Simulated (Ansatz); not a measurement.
# Si2Mo: the cost of one run

Method: DFT PBE, scalar-relativistic, plane waves, PAW, in Ansatz 0.2.0.

1 further run of the same task is left out (it didn't finish). Runs told in other sessions of the task aren't counted.

## Step 1: The system as given

It takes space group I4/mmm (No. 139, tetragonal). The conventional cell has a = 3.217 Å, b = 3.217 Å, c = 7.873 Å, α = 90.00°, β = 90.00°, γ = 90.00°. Si (site symmetry 4mm) has 5 Si at 2.60 to 2.64 Å and 5 Mo at 2.62 to 2.64 Å in its first shell of neighbours. Mo (site symmetry 4/mmm) has 10 Si at 2.62 to 2.64 Å in its first shell of neighbours.

Structure file:

```xyz
3
Lattice="-1.6085 1.6085 3.9366 1.6085 -1.6085 3.9366 1.6085 1.6085 -3.9366" Properties=species:S:1:pos:R:3 pbc="T T T"
Si    0.0000    0.0000    2.6383
Si    0.0000    0.0000    5.2349
Mo    0.0000    0.0000    0.0000
```

This cell was relaxed beforehand with the same method: volume 13.58 Å³/atom, gap on the mesh none (metal).

## Step 2: Plan of the line

The energy is mapped over a normal mode and a strain (zone-centre modes of the cell shown) (x along [1 0 0], y along [0 1 0], z along [0 0 1] of the conventional cell).

- amplitude of mode 7 (320 cm⁻¹), largest displacement in the unstrained cell: 7 values from −0.119 to 0.119 Å
- equal normal strain along x and y: 7 values from −4.00 to 4.00 %

Nothing else is relaxed (the pattern is fixed in fractional coordinates). Energies count from the relaxed high-symmetry cell. Points are written as (first, second).

The modes come from a phonon run on the reference cell, made beforehand.

Displacement patterns for an amplitude of 1 (Å):

| atom | x1 | y1 | z1 |
| --- | --- | --- | --- |
| Si1 | 1.000 | 0.000 | 0.000 |
| Si2 | -1.000 | 0.000 | 0.000 |
| Mo3 | 0.000 | 0.000 | 0.000 |

## Step 3: Point (0.000 Å, −4.00 %)

input.yaml reads:

```yaml
crystal:
  lattice:
    - [-1.5441464357, 1.5441464357, 3.9366136217]
    - [1.5441464357, -1.5441464357, 3.9366136217]
    - [1.5441464357, 1.5441464357, -3.9366136217]
  atoms:
    - { symbol: Si, position: [0.3350971189, 0.3350971189, 0.0] }
    - { symbol: Si, position: [0.6649028811, 0.6649028811, 0.0] }
    - { symbol: Mo, position: [0.0, 0.0, 0.0] }
basis:
  ecutwfc: 420
kpoints:
  mp_grid: { grid: [18, 18, 18] }
hamiltonian:
  xc: pbe
  pseudopotentials: { kind: paw, azcp: { folder: soft_1 } }
scf:
  occupations: { method: gaussian, width: 0.15 }
output:
  forces: true
  stress: true
  eigenvalues: true
```

Command:

```sh
> ansatz run input.yaml --threads 2 --pin off --max-ram 4096MiB --backend cpu --events-out ev --progress --plain --runs-dir out
```

Q: Estimate wall time and peak memory on 2 threads of Arm Neoverse V2, shared host.

About 5.7 s, with a peak of 0.49 GiB.
